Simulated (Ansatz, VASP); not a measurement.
## Mg in VASP and in Ansatz

```
CELL_PARAMETERS angstrom
0.00000 2.21392 2.21392
2.21392 0.00000 2.21392
2.21392 2.21392 0.00000
ATOMIC_POSITIONS crystal
Mg 0.00000 0.00000 0.00000
```

Change from the starting cell: volume scaled by 0.96.

Alike in both runs: task single point; functional PBE; k mesh 16 × 16 × 16; occupations fermi-dirac, width 0.03 eV; no spin polarisation.

|  | VASP | Ansatz |
| --- | --- | --- |
| version | VASP 6.6.1 | Ansatz 0.2.0 |
| potentials or method | VASP PAW PBE potentials, release 64 (Mg), cutoff 520 eV | all-electron LAPW, scalar-relativistic |

Ansatz gave:

* pressure (GPa): 2.5

Task: Estimate VASP's values.

Result: Pressure (GPa): 2.4.

Ansatz ran all-electron here, so the differences hold the error of VASP's frozen core and of both bases.
